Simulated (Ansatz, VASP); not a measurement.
# Ge: VASP beside Ansatz

```
Ge
1.0
     0.00000    2.84970    2.84970
     2.84970    0.00000    2.84970
     2.84970    2.84970    0.00000
Ge
2
Cartesian
  0.0000 0.0000 0.0000
  1.4248 1.4248 1.4248
```

Alike in both runs: functional PBE; dispersion D3(BJ); k mesh 14 × 14 × 14; occupations gaussian, width 0.1 eV; no spin polarisation.

Ansatz relaxed the structure, and its values are those at the end. VASP's run is a single point on that final structure, the one shown.

|  | VASP | Ansatz |
| --- | --- | --- |
| version | VASP 6.6.1 | Ansatz 0.2.0 |
| potentials or method | VASP PAW PBE potentials, release 64 (Ge_d) | scalar-relativistic, plane waves, PAW |
| plane-wave cutoff (eV) | 520 | 420 |
| valence electrons in the cell | 28 | 28 |

Ansatz gave:

- gap on the k mesh at the Fermi level (eV): none
- pressure (GPa): 0.0

Q: Estimate VASP's values.

A: gap on the k mesh at the Fermi level (eV): none; pressure (GPa): -0.1.

A gap of «none» marks a metal or a gap that the smearing closes.

Caveats: pairwise dispersion overbinds metals, which lowers pressure and volume; this crystal is a semiconductor, whose small gap the functional closes, so the metal is an error of the method.
